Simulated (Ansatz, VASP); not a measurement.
## One calculation of B5As6, two programs

```
As B
1.0
     3.40035    0.00000    0.00000
     0.00000    3.40035    0.00000
     0.00000    0.00000   27.02206
As B
6 5
Direct
  0.00000 0.50000 0.27755
  0.50000 0.00000 0.36653
  0.00000 0.50000 0.45551
  0.50000 0.00000 0.54449
  0.00000 0.50000 0.63347
  0.50000 0.00000 0.72245
  0.50000 0.50000 0.32204
  0.00000 0.00000 0.41102
  0.50000 0.50000 0.50000
  0.00000 0.00000 0.58898
  0.50000 0.50000 0.67796
```

Alike in both runs: task single point; functional PBE; k mesh 8 × 8 × 1; occupations gaussian, width 0.05 eV; no spin polarisation.

|  | VASP | Ansatz |
| --- | --- | --- |
| version | VASP 6.6.1 | Ansatz 0.2.0 |
| potentials or method | VASP PAW PBE potentials, release 64 (As, B) | scalar-relativistic, plane waves, PAW |
| plane-wave cutoff (eV) | 520 | 420 |
| valence electrons in the cell | 45 | 105 |

|  | VASP | Ansatz | Ansatz less VASP |
| --- | --- | --- | --- |
| gap on the k mesh at the Fermi level (eV) | none | none | - |
| rms of the force components (eV/Å) | 0.052 | 0.044 | -0.0076 |
| work function, face that differs most (eV) | 5.78 | 5.78 | +0.002 |

A gap of «none» marks a metal or a gap that the smearing closes. The two sets of potentials don't hold the same shells in valence. Ansatz warned: «xc_potential_rough_in_thin_density».
